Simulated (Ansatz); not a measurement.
## Energy landscape near a NbN structure

The calculation used DFT PBE, scalar-relativistic, plane waves, PAW (Ansatz).

Settings: cutoff 420 eV, Γ-centred mesh 16×16×16 on the computed 2-atom cell, Gaussian smearing of 0.10 eV; no spin polarisation.

Reference cell:

```
CELL_PARAMETERS angstrom
0.00000 2.19450 2.19450
2.19450 0.00000 2.19450
2.19450 2.19450 0.00000
ATOMIC_POSITIONS crystal
Nb 0.50000 0.50000 0.50000
N 0.00000 0.00000 0.00000
```

Each variant moves atoms of this cell by the vectors given, if any (Å), and then applies a symmetric strain (tensor components, Cartesian axes). The reference cell isn't relaxed at this level. Energies are per atom at zero smearing, counted from the lowest variant. Pressure is positive in compression.

1. strain (xx yy zz yz xz xy, %) -2.74 -2.74 -2.74 0.00 0.00 0.00
2. strain (xx yy zz yz xz xy, %) -1.55 -1.55 -1.55 0.00 0.00 0.00
3. strain (xx yy zz yz xz xy, %) -1.80 -1.80 -1.80 0.00 0.00 0.00

```csv
variant,ΔE (meV/atom),P (GPa),largest force (eV/Å),gap on mesh (eV),space group
1,73.4,40.87,0.00,0,Fm-3m
2,0.0,24.67,0.00,0,Fm-3m
3,?,?,?,?,?
```

Task: Give the withheld rows.

Result:
```tsv
variant	ΔE (meV/atom)	P (GPa)	largest force (eV/Å)	gap on mesh (eV)	space group
3	12.3	27.80	0.00	0	Fm-3m
```